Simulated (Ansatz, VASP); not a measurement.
# One calculation of La2O3, two programs

Contents of INCAR:

```
SYSTEM = La2O3
  PREC = Accurate
  ENCUT = 520
  EDIFF = 1E-6
  ISMEAR = -1
  SIGMA = 0.05
  LREAL = .False.
  LASPH = .True.
  NELM = 80
  ALGO = Normal
  ISIF = 2
  LWAVE = .False.
  LCHARG = .False.
  GGA = PS
  NBANDS = 28
```

The input KPOINTS:

```
regular mesh
0
Gamma
  8 8 5
  0 0 0
```

POSCAR

```
La2O3
1.0
    3.9568102782      0.0000000000      0.0000000000
   -1.9784051391      3.4266982189      0.0000000000
    0.0000000000      0.0000000000      6.1524312130
La O
2 3
Direct
    0.3333333333      0.6666666667      0.2462356800
    0.6666666667      0.3333333333      0.7537643200
    0.0000000000      0.0000000000      0.0000000000
    0.3333333333      0.6666666667      0.6458906500
    0.6666666667      0.3333333333      0.3541093500
```

File input.yaml:

```yaml
crystal:
  lattice:
    - [3.9568102782, 0.0, 0.0]
    - [-1.9784051391, 3.4266982189, 0.0]
    - [0.0, 0.0, 6.152431213]
  atoms:
    - { symbol: La, position: [0.3333333333, 0.6666666667, 0.24623568] }
    - { symbol: La, position: [0.6666666667, 0.3333333333, 0.75376432] }
    - { symbol: O, position: [0.0, 0.0, 0.0] }
    - { symbol: O, position: [0.3333333333, 0.6666666667, 0.64589065] }
    - { symbol: O, position: [0.6666666667, 0.3333333333, 0.35410935] }
kpoints:
  mp_grid: { grid: [8, 8, 5] }
scf:
  occupations: { method: fermi_dirac, width: 0.05 }
hamiltonian:
  xc: pbesol
  pseudopotentials: { kind: all_electron, lapw: { basis_error: 0.001 } }
output:
  forces: true
  stress: true
  eigenvalues: true
```

Change from the starting cell: volume scaled by 1.02.

Alike in both runs: task single point; functional PBEsol; k mesh 8 × 8 × 5; occupations fermi-dirac, width 0.05 eV; no spin polarisation.

|  | VASP | Ansatz |
| --- | --- | --- |
| version | VASP 6.6.1 | Ansatz 0.2.0 |
| potentials or method | VASP PAW PBE potentials, release 64 (La, O) | all-electron LAPW, scalar-relativistic |
| plane-wave cutoff (eV) | 520 | see its input |

VASP gave:

* gap on the k mesh at the Fermi level (eV): 3.81
* least direct gap on the mesh (eV): 3.98
* pressure (GPa): -5.6
* largest component of the traceless stress (GPa): 0.66
* rms of the force components (eV/Å): 0.089

Q: Which values does Ansatz return?

A: gap on the k mesh at the Fermi level (eV): 3.79; least direct gap on the mesh (eV): 3.97; pressure (GPa): -5.4; largest component of the traceless stress (GPa): 0.65; rms of the force components (eV/Å): 0.087.

Atom by atom the forces differ by 0.003 eV/Å (rms over components). Ansatz ran all-electron here, so the differences hold the error of VASP's frozen core and of both bases.

Caveats: spin-orbit coupling is left out, which moves the levels of the heavy elements; an odd mesh through Γ misses points on the zone boundary, where band edges often lie; the PAW data sets were made with another functional, which shifts forces and pressure a little (VASP).
